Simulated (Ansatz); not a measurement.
Results of r²SCAN-D4 in Ansatz (plane waves, PAW) for zinc-blende InN (metastable phase).

Run with plane-wave cutoff 560 eV, 12×12×12 k mesh, Fermi–Dirac smearing 0.01 eV, scalar-relativistic PAW data made under PBE.

Computed at the level's own relaxed cell.

### Question
Estimate the volume per atom, bulk modulus B0, lattice constant a and pressure derivative B′ of the bulk modulus that the calculation returns.

### Answer

* **volume per atom**: 15.49 Å³/atom
* **bulk modulus B0**: 142 GPa
* **lattice constant a**: 4.986 Å
* **pressure derivative B′ of the bulk modulus**: 4.5

The run finds no gap.

Measured, for comparison: equilibrium volume per atom 15.72 Å³/atom, lattice constant a 5.01 ± 0.01 Å (temperature not stated, not corrected to a static lattice, epilayer on 3C-SiC; as tabulated in Schörmann, As, Lischka, Schley, Goldhahn et al., Appl. Phys. Lett. 89, 261903 …). Computed (rounded) less measured: equilibrium volume per atom -1.5 %, lattice constant a -0.5 %. A static lattice is as a rule a little smaller and stiffer than an uncorrected measurement, which narrows the difference in the equilibrium volume per atom, lattice constant a and would widen misses of the other sign.

Note: the gap of the solid is closed in this run; this level leaves the solid without a gap, although one is measured.

Spin–orbit coupling is not included; it can open a gap where bands touch, and shift volumes and moduli.

Static lattice: no zero-point or thermal effects.

It cost very roughly 50 core-seconds of CPU time.

Ansatz is a quantum-chemistry and plane-wave program.
